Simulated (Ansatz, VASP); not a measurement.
# Pt in VASP and in Ansatz

```
Pt
1.0
    -1.60798    1.60798    1.63175
     1.60798   -1.60798    1.63175
     1.60798    1.60798   -1.63175
Pt
1
Direct
  0.00000 0.00000 0.00000
```

Change from the starting cell: strain +0.015 along x and y, +0.030 along z, atoms carried along.

Alike in both runs: task single point; functional PBEsol; k mesh 22 × 22 × 22; occupations gaussian, width 0.15 eV; no spin polarisation.

```csv
,VASP,Ansatz
version,VASP 6.6.1,Ansatz 0.2.0
potentials or method,"VASP PAW PBE potentials, release 64 (Pt)","scalar-relativistic, plane waves, PAW"
plane-wave cutoff (eV),520,420
valence electrons in the cell,10,18
```

```tsv
	VASP	Ansatz	Ansatz less VASP
gap on the k mesh at the Fermi level (eV)	none	none	-
pressure (GPa)	-22.0	-21.7	+0.30
largest component of the traceless stress (GPa)	0.77	0.77	+0.004
```

A gap of «none» marks a metal or a gap that the smearing closes. The two sets of potentials don't hold the same shells in valence.

Caveats: so large a pressure means that the cell lies far from this level's equilibrium, or that cutoff or potentials fall short (VASP); the potentials were made for another functional, which shifts forces and pressure (VASP). Spin-orbit coupling is left out, which matters for the levels of Pt.
